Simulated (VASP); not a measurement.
Set up this calculation in VASP 6.6.1, as the native input.

- Task: band structure
- Functional: HSE06
- Potentials or basis: VASP PAW PBE potentials, release 64 (O, Li_sv)
- Cutoff: 520 eV
- k mesh: 8 × 8 × 8
- Occupations: gaussian, width 0.02 eV
- Spin: no spin polarisation
- Grid for exact exchange (PRECFOCK): Fast
- Screening parameter: 0.2 1/A
- Further INCAR settings: ALGO = Normal; EDIFF = 1e-07; NBANDS = 13

The system is Li2O.

```
CELL_PARAMETERS angstrom
0.00000 2.27982 2.27982
2.27982 0.00000 2.27982
2.27982 2.27982 0.00000
ATOMIC_POSITIONS crystal
O 0.00000 0.00000 0.00000
Li 0.25000 0.25000 0.25000
Li 0.75000 0.75000 0.75000
```

The cell was built by a generator and needn't be a form met in nature.

These files were run (other wordings do the same):

POSCAR

```
Li2O                                    
1.0
   -0.0000000000      2.2798216766      2.2798216766
    2.2798216766     -0.0000000000      2.2798216766
    2.2798216766      2.2798216766      0.0000000000
  O               Li            
     1     2
Direct
     0.0000000000000000    0.0000000000000000    0.0000000000000000
     0.2500000000000000    0.2500000000000000    0.2500000000000000
     0.7500000000000000    0.7500000000000000    0.7500000000000000
```

INCAR.step1

```
SYSTEM = Li2O
PREC = Accurate
ENCUT = 520
EDIFF = 1E-5
ISMEAR = 0
SIGMA = 0.02
LREAL = .FALSE.
LASPH = .TRUE.
NELM = 80
ALGO = Normal
ISIF = 2
LWAVE = .TRUE.
LCHARG = .FALSE.
NBANDS = 13
GGA = PE
KPAR = 4
```

INCAR.step2

```
SYSTEM = Li2O
PREC = Accurate
ENCUT = 520
EDIFF = 1E-7
ISMEAR = 0
SIGMA = 0.02
LREAL = .FALSE.
LASPH = .TRUE.
NELM = 80
ALGO = Normal
ISIF = 2
LWAVE = .FALSE.
LCHARG = .FALSE.
GGA = PE
LHFCALC = .TRUE.
HFSCREEN = 0.2
PRECFOCK = Fast
NBANDS = 13
ISTART = 1
KPAR = 4
```

KPOINTS

```
Automatic mesh
0
G
  8 8 8
  0 0 0
```

KPOINTS_OPT

```
path GXWKGLUWLK,UX
12
line-mode
reciprocal
 0.0000000000  0.0000000000  0.0000000000  G
 0.5000000000  0.0000000000  0.5000000000  X

 0.5000000000  0.0000000000  0.5000000000  X
 0.5000000000  0.2500000000  0.7500000000  W

 0.5000000000  0.2500000000  0.7500000000  W
 0.3750000000  0.3750000000  0.7500000000  K

 0.3750000000  0.3750000000  0.7500000000  K
 0.0000000000  0.0000000000  0.0000000000  G

 0.0000000000  0.0000000000  0.0000000000  G
 0.5000000000  0.5000000000  0.5000000000  L

 0.5000000000  0.5000000000  0.5000000000  L
 0.6250000000  0.2500000000  0.6250000000  U

 0.6250000000  0.2500000000  0.6250000000  U
 0.5000000000  0.2500000000  0.7500000000  W

 0.5000000000  0.2500000000  0.7500000000  W
 0.5000000000  0.5000000000  0.5000000000  L

 0.5000000000  0.5000000000  0.5000000000  L
 0.3750000000  0.3750000000  0.7500000000  K

 0.6250000000  0.2500000000  0.6250000000  U
 0.5000000000  0.0000000000  0.5000000000  X
```

Potentials or basis: VASP PAW PBE potentials, release 64 (O, Li_sv).

Command:

```bash
$ cat potpaw_PBE.64/O/POTCAR potpaw_PBE.64/Li_sv/POTCAR > POTCAR
$ cp INCAR.step1 INCAR
$ mpirun -np 4 vasp_std > vasp.out
$ cp INCAR.step2 INCAR
$ mpirun -np 4 vasp_std > vasp.out
```

It gave:

The band gap on the k mesh is 6.68 eV, indirect (least direct gap 7.26 eV) and the band gap along the path is 6.68 eV, indirect (least direct gap 7.26 eV).

Wall time 9.6 min on 4 MPI ranks on Intel(R) Xeon(R) 6975P-C (Granite Rapids) (shared host), peak memory 0.32 GiB a rank.
